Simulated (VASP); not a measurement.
La:

```
La
1.0
     3.79631    0.00000    0.00000
    -1.89816    3.28770    0.00000
     0.00000    0.00000   12.04126
La
4
Direct
  0.00000 0.00000 0.00000
  0.00000 0.00000 0.50000
  0.33333 0.66667 0.25000
  0.66667 0.33333 0.75000
```

```yaml
Program: VASP 6.6.1
Task: relaxation of cell and atoms
Functional: PBEsol
Potentials_or_basis: VASP PAW PBE potentials, release 64 (La)
Cutoff: 580 eV
k_mesh: 12 × 12 × 4
Occupations: gaussian, width 0.1 eV
Spin: no spin polarisation
```

At the start: pressure -2.4 GPa; volume 37.57 Å³/atom.

Task: How do energy, volume and symmetry change on relaxing?

Result: Over 11 steps the energy falls by 27.8 meV/atom and the volume is 34.09 Å³/atom (-9.3 %); space group P6_3/mmc (No. 194, to 0.05 Å).

Step by step:
```csv
step,energy change (eV),largest force (eV/Å),pressure (GPa),volume (Å³)
1,0.0000,0.0000,-2.36,150.29
2,-0.1076,0.0000,-0.44,138.58
3,-0.1109,0.0000,0.00,136.33
4,-0.1109,0.0000,0.04,136.06
5,-0.1112,0.0000,0.05,136.11
6,-0.1112,0.0000,0.04,136.12
7,-0.1112,0.0000,0.04,136.15
8,-0.1112,0.0000,0.04,136.13
9,-0.1112,0.0000,0.04,136.14
10,-0.1112,0.0000,0.04,136.13
11,-0.1112,0.0000,0.00,136.34
```

Final structure:
```cif
data_structure
_symmetry_space_group_name_H-M 'P 1'
_symmetry_Int_Tables_number 1
_cell_length_a 3.6581
_cell_length_b 3.6581
_cell_length_c 11.7646
_cell_angle_alpha 90.000
_cell_angle_beta 90.000
_cell_angle_gamma 120.000
_cell_volume 136.34
loop_
_atom_site_label
_atom_site_type_symbol
_atom_site_fract_x
_atom_site_fract_y
_atom_site_fract_z
_atom_site_occupancy
La1 La 0.00000 0.00000 0.00000 1
La2 La 0.00000 0.00000 0.50000 1
La3 La 0.33333 0.66667 0.25000 1
La4 La 0.66667 0.33333 0.75000 1
```

Caveat: the PAW data sets were made with another functional, which shifts forces and pressure a little.
